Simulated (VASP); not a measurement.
Wanted: the native input for a VASP 6.6.1 run.

| Item | Value |
| --- | --- |
| Task | single point |
| Functional | r2SCAN |
| Potentials or basis | VASP PAW PBE potentials, release 64 (Cu, O) |
| Cutoff | 520 eV |
| k mesh | 6 × 6 × 6 |
| Occupations | gaussian, width 0.05 eV |
| Spin | collinear spin, antiferromagnetic start |
| Starting moments | [0.6, -0.6, 0.0, 0.0] μB |
| Hubbard terms | Cu d U = 7 eV |
| Supercell matrix | [0, 1, 1, 1, 0, 1, 1, 1, 0] |
| Further INCAR settings | ALGO = Normal; EDIFF = 1e-06; NBANDS = 29 |

The structure of CuO lies in POSCAR:

```
CuO
1.0
    0.0000000000      2.5525506100      2.5525506100
    2.5525506100      0.0000000000      2.5525506100
    2.5525506100      2.5525506100      0.0000000000
Cu O
2 2
Direct
    0.0000000000      0.0000000000      0.0000000000
    0.5000000000      0.5000000000      0.5000000000
    0.2500000000      0.2500000000      0.2500000000
    0.7500000000      0.7500000000      0.7500000000
```

Measurements of this composition are mostly on another form, of space group No. 15.

These files were run (other wordings do the same):

INCAR

```
ALGO = Normal
EDIFF = 1E-6
ENCUT = 520
ISIF = 2
ISMEAR = 0
ISPIN = 2
LASPH = T
LCHARG = F
LDAU = T
LDAUJ = 0 0
LDAUL = 2 -1
LDAUPRINT = 1
LDAUTYPE = 2
LDAUU = 7 0
LMAXMIX = 4
LMIXTAU = T
LORBIT = 11
LREAL = F
LWAVE = F
MAGMOM = 0.6 -0.6 0 0
METAGGA = R2SCAN
NBANDS = 29
NELM = 100
PREC = Accurate
SIGMA = 0.05
```

KPOINTS

```
k-points
0
Gamma
  6 6 6
```

Potentials or basis: VASP PAW PBE potentials, release 64 (Cu, O).

Run with:

```console
$ cat potpaw_PBE.64/Cu/POTCAR potpaw_PBE.64/O/POTCAR > POTCAR
$ mpirun -np 1 vasp_std > vasp.out
```

Results of the run:

```yaml
Pressure: 6.0 GPa
Band_gap_on_the_k_mesh: none (metal or under the smearing width)
Net_moment: 0.00 μB per cell
Valence_electrons_inside_the_program's_atomic_spheres: Cu 10.03; O 4.91
```

Caveat: the PAW data sets were made with another functional, which shifts forces and pressure a little.

Wall time 78 s on 1 thread of Intel(R) Xeon(R) 6975P-C (Granite Rapids), on a shared host, peak memory 0.18 GiB.
